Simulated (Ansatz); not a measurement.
Born–Oppenheimer molecular dynamics of a periodic cell of 36 atoms, Be (start crystal Be, start structure hcp, volume 1.1 times the crystal's). It goes on from the last frame of an earlier run, with new velocities.

Level of theory: DFT PBE, scalar-relativistic, plane waves, PAW (Ansatz 0.2.0). Settings: accuracy low, cutoff 420 eV, k mesh 2x2x2, fermi-dirac smearing 0.17 eV, no spin polarisation.

```yaml
ensemble: NPT, Langevin
time_step: 1 fs
steps_asked: 80
set_temperature: 1400 K
friction: 0.01 /fs
pressure: 5 GPa
seed: 925788
```

Frames 1 fs apart, positions in Å.

Velocities at 0.0 fs (Å/ps):

```
Be 4.14 8.05 -23.43
Be -1.54 21.25 -2.51
Be -6.30 7.87 3.99
Be -2.71 12.02 9.98
Be 7.64 -27.44 17.42
Be -36.70 -5.63 8.28
Be 9.12 2.58 -11.78
Be 1.39 8.23 -0.13
Be -14.35 6.77 -15.46
Be 3.23 9.66 -15.35
Be 14.62 -5.75 -7.40
Be -2.13 1.29 -20.15
Be -12.37 10.68 2.56
Be 12.84 6.39 -6.33
Be -10.79 1.67 2.96
Be 0.74 14.28 20.68
Be 19.29 -4.29 12.60
Be -10.97 -4.86 3.50
Be -9.41 1.16 -9.01
Be 9.32 -20.36 -9.12
Be 5.06 -4.26 -3.65
Be -3.12 0.24 -2.31
Be -0.38 7.95 -17.10
Be 5.91 -7.27 -2.54
Be -14.88 -16.08 -18.96
Be 5.23 4.73 13.89
Be 7.05 10.09 2.47
Be -1.55 -11.06 17.76
Be 8.37 -14.61 23.07
Be 1.43 2.56 4.03
Be 14.02 -1.15 -4.61
Be -6.07 5.85 5.91
Be 12.04 -23.57 13.72
Be 9.19 5.95 -7.46
Be -6.06 -12.66 6.28
Be -11.30 9.73 8.20
```

```xyz
36
Lattice="7.0918 0.0000 0.0000 -3.5459 6.1416 0.0000 0.0000 0.0000 7.4085" Properties=species:S:1:pos:R:3 time_fs=0.0 energy_less_start_eV=0.000 T=1361
Be 0.035 -0.153 0.122
Be -0.271 1.012 1.954
Be -0.210 0.026 3.673
Be 0.008 1.580 5.459
Be -1.326 1.851 0.229
Be -0.910 3.360 1.666
Be -1.129 2.150 3.795
Be -1.126 3.558 5.495
Be -2.171 4.208 0.015
Be -2.038 5.306 1.886
Be -2.069 4.046 3.745
Be -2.252 5.802 5.494
Be 2.234 0.119 0.279
Be 2.389 1.731 1.872
Be 2.646 0.118 3.516
Be 2.333 1.660 5.656
Be 1.022 2.308 0.132
Be 1.018 3.594 1.704
Be 1.218 1.840 3.705
Be 1.125 3.546 5.476
Be -0.028 4.330 0.121
Be -0.069 5.614 1.861
Be -0.048 3.863 3.636
Be 0.126 5.408 5.509
Be 4.847 -0.116 -0.059
Be 4.428 1.415 1.815
Be 4.671 0.474 3.543
Be 4.841 1.269 5.471
Be 3.574 2.287 -0.197
Be 3.671 3.418 1.917
Be 3.666 2.241 3.841
Be 3.581 3.707 5.458
Be 2.339 3.924 -0.038
Be 2.198 5.625 1.804
Be 2.200 4.075 3.426
Be 2.518 5.408 5.504
36
Lattice="7.0916 0.0000 0.0000 -3.5458 6.1415 0.0000 0.0000 0.0000 7.4084" Properties=species:S:1:pos:R:3 time_fs=1.0 energy_less_start_eV=-0.104 T=1374
Be 0.040 -0.144 0.099
Be -0.273 1.034 1.951
Be -0.215 0.034 3.676
Be 0.005 1.593 5.469
Be -1.317 1.822 0.247
Be -0.947 3.355 1.676
Be -1.121 2.153 3.781
Be -1.125 3.567 5.492
Be -2.185 4.215 0.000
Be -2.037 5.316 1.871
Be -2.056 4.042 3.738
Be -2.253 5.803 5.474
Be 2.223 0.131 0.281
Be 2.401 1.738 1.865
Be 2.634 0.121 3.518
Be 2.335 1.674 5.675
Be 1.041 2.304 0.146
Be 1.008 3.589 1.709
Be 1.208 1.841 3.696
Be 1.137 3.527 5.466
Be -0.023 4.326 0.117
Be -0.071 5.615 1.861
Be -0.048 3.871 3.621
Be 0.132 5.401 5.507
Be 4.833 -0.131 -0.077
Be 4.433 1.421 1.829
Be 4.679 0.482 3.546
Be 4.838 1.258 5.489
Be 3.581 2.271 -0.174
Be 3.672 3.422 1.921
Be 3.679 2.239 3.836
Be 3.576 3.713 5.465
Be 2.350 3.901 -0.024
Be 2.207 5.631 1.796
Be 2.195 4.061 3.432
Be 2.506 5.418 5.511
36
Lattice="7.0912 0.0000 0.0000 -3.5456 6.1412 0.0000 0.0000 0.0000 7.4079" Properties=species:S:1:pos:R:3 time_fs=2.0 energy_less_start_eV=-0.210 T=1394
Be 0.046 -0.135 0.078
Be -0.273 1.057 1.948
Be -0.216 0.043 3.679
Be 0.001 1.608 5.478
Be -1.307 1.793 0.265
Be -0.986 3.352 1.688
Be -1.114 2.155 3.765
Be -1.125 3.575 5.489
Be -2.199 4.224 -0.015
Be -2.039 5.326 1.854
Be -2.046 4.037 3.729
Be -2.255 5.804 5.454
Be 2.212 0.144 0.281
Be 2.413 1.744 1.857
Be 2.620 0.127 3.519
Be 2.336 1.689 5.691
Be 1.059 2.299 0.158
Be 1.001 3.585 1.715
Be 1.199 1.842 3.687
Be 1.151 3.509 5.456
Be -0.018 4.319 0.112
Be -0.071 5.614 1.860
Be -0.046 3.878 3.606
Be 0.138 5.395 5.503
Be 4.818 -0.145 -0.095
Be 4.437 1.426 1.842
Be 4.691 0.487 3.551
Be 4.832 1.246 5.508
Be 3.588 2.255 -0.151
Be 3.673 3.428 1.923
Be 3.691 2.237 3.828
Be 3.571 3.718 5.473
Be 2.361 3.879 -0.009
Be 2.216 5.635 1.788
Be 2.192 4.046 3.437
Be 2.492 5.428 5.516
36
Lattice="7.0904 0.0000 0.0000 -3.5452 6.1404 0.0000 0.0000 0.0000 7.4071" Properties=species:S:1:pos:R:3 time_fs=3.0 energy_less_start_eV=-0.332 T=1371
Be 0.053 -0.126 0.056
Be -0.272 1.080 1.943
Be -0.216 0.053 3.681
Be -0.004 1.620 5.488
Be -1.295 1.767 0.282
Be -1.026 3.349 1.699
Be -1.107 2.156 3.750
Be -1.126 3.582 5.486
Be -2.216 4.233 -0.029
Be -2.044 5.334 1.838
Be -2.038 4.032 3.718
Be -2.258 5.803 5.436
Be 2.203 0.158 0.278
Be 2.425 1.752 1.851
Be 2.605 0.132 3.522
Be 2.336 1.704 5.703
Be 1.075 2.291 0.169
Be 0.997 3.582 1.724
Be 1.188 1.842 3.678
Be 1.165 3.491 5.445
Be -0.012 4.311 0.105
Be -0.069 5.611 1.858
Be -0.041 3.885 3.591
Be 0.145 5.389 5.498
Be 4.801 -0.158 -0.112
Be 4.441 1.431 1.854
Be 4.704 0.488 3.559
Be 4.827 1.236 5.531
Be 3.598 2.240 -0.129
Be 3.674 3.435 1.926
Be 3.700 2.236 3.817
Be 3.567 3.722 5.481
Be 2.371 3.859 0.006
Be 2.224 5.637 1.779
Be 2.188 4.032 3.441
Be 2.477 5.437 5.519
36
Lattice="7.0889 0.0000 0.0000 -3.5445 6.1392 0.0000 0.0000 0.0000 7.4055" Properties=species:S:1:pos:R:3 time_fs=4.0 energy_less_start_eV=-0.458 T=1322
Be 0.061 -0.117 0.034
Be -0.269 1.105 1.938
Be -0.213 0.063 3.682
Be -0.006 1.630 5.497
Be -1.282 1.744 0.297
Be -1.068 3.347 1.710
Be -1.103 2.156 3.736
Be -1.125 3.588 5.483
Be -2.234 4.241 -0.043
Be -2.049 5.341 1.824
Be -2.031 4.027 3.705
Be -2.260 5.800 5.419
Be 2.195 0.171 0.276
Be 2.437 1.758 1.844
Be 2.587 0.139 3.526
Be 2.335 1.716 5.714
Be 1.091 2.281 0.179
Be 0.997 3.577 1.733
Be 1.176 1.840 3.670
Be 1.177 3.474 5.436
Be -0.005 4.303 0.098
Be -0.064 5.606 1.855
Be -0.033 3.892 3.576
Be 0.152 5.384 5.492
Be 4.786 -0.169 -0.129
Be 4.445 1.438 1.865
Be 4.716 0.487 3.567
Be 4.824 1.226 5.554
Be 3.608 2.224 -0.107
Be 3.675 3.443 1.928
Be 3.708 2.237 3.804
Be 3.565 3.726 5.490
Be 2.381 3.842 0.022
Be 2.229 5.637 1.770
Be 2.185 4.017 3.445
Be 2.463 5.448 5.523
36
Lattice="7.0871 0.0000 0.0000 -3.5436 6.1376 0.0000 0.0000 0.0000 7.4037" Properties=species:S:1:pos:R:3 time_fs=5.0 energy_less_start_eV=-0.574 T=1363
Be 0.068 -0.106 0.012
Be -0.266 1.132 1.932
Be -0.210 0.070 3.683
Be -0.008 1.638 5.505
Be -1.266 1.722 0.312
Be -1.111 3.345 1.722
Be -1.100 2.155 3.722
Be -1.123 3.594 5.480
Be -2.252 4.248 -0.054
Be -2.057 5.350 1.810
Be -2.025 4.024 3.692
Be -2.262 5.796 5.400
Be 2.189 0.185 0.272
Be 2.447 1.762 1.838
Be 2.568 0.146 3.529
Be 2.331 1.726 5.726
Be 1.104 2.268 0.188
Be 0.999 3.570 1.742
Be 1.163 1.838 3.662
Be 1.188 3.457 5.428
Be 0.002 4.296 0.089
Be -0.056 5.602 1.852
Be -0.022 3.900 3.562
Be 0.158 5.379 5.486
Be 4.771 -0.178 -0.144
Be 4.449 1.444 1.875
Be 4.727 0.483 3.576
Be 4.819 1.218 5.579
Be 3.619 2.210 -0.086
Be 3.678 3.451 1.928
Be 3.715 2.238 3.791
Be 3.563 3.729 5.500
Be 2.391 3.828 0.037
Be 2.232 5.636 1.761
Be 2.184 4.004 3.450
Be 2.450 5.460 5.529
```

Of the whole run (80 fs, mean temperature of the second half 1482 K): The conserved energy stayed within 0.2 meV per atom of its start (net change -0.02 meV per atom), so the integration is sound. A run of 0.08 ps of so small a system gives no equilibrium averages. Limits of this set-up: coarse k mesh, low accuracy level. The cell's volume went from 323 to 279 Å³.

Run time: 9.8 min on 1 thread of Arm Neoverse V2 (shared host), peak memory 0.69 GiB.
